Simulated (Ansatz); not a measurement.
Level of theory: DFT, PBE, scalar-relativistic, no spin polarisation; plane waves to 420 eV with PAW datasets (Ansatz 0.2.0), 12×12×8 k-mesh, Gaussian smearing of 0.05 eV; PAW files: Ansatz's generated set soft_2.

A compound XN has these computed properties.

```yaml
Space_group: P6_3mc (No. 186)
Conventional_cell: a = 3.130 Å, b = 3.130 Å, c = 5.018 Å, α = 90.00°, β = 90.00°, γ = 120.00°
Volume: 10.65 Å³/atom
Band_gap: 4.03 eV
Smallest_direct_gap: 4.03 eV
Bader_charges: X 2.43; N -2.43 e
Formation_energy_from_the_elements_0_K_uncorrected: -1.37 eV/atom
Bulk_modulus_Birch–Murnaghan: 193 GPa
Pressure_derivative_B0′: 3.8
```

Sites: X on 2b, N on 2b.

Which element is X?
A. Al
B. Na
C. Mg
D. P

A. X is Al, so the compound is AlN.

The chain of runs began from a cell as deposited in COD, expanded in volume.

Semilocal functionals underestimate band gaps, commonly by a third or more.
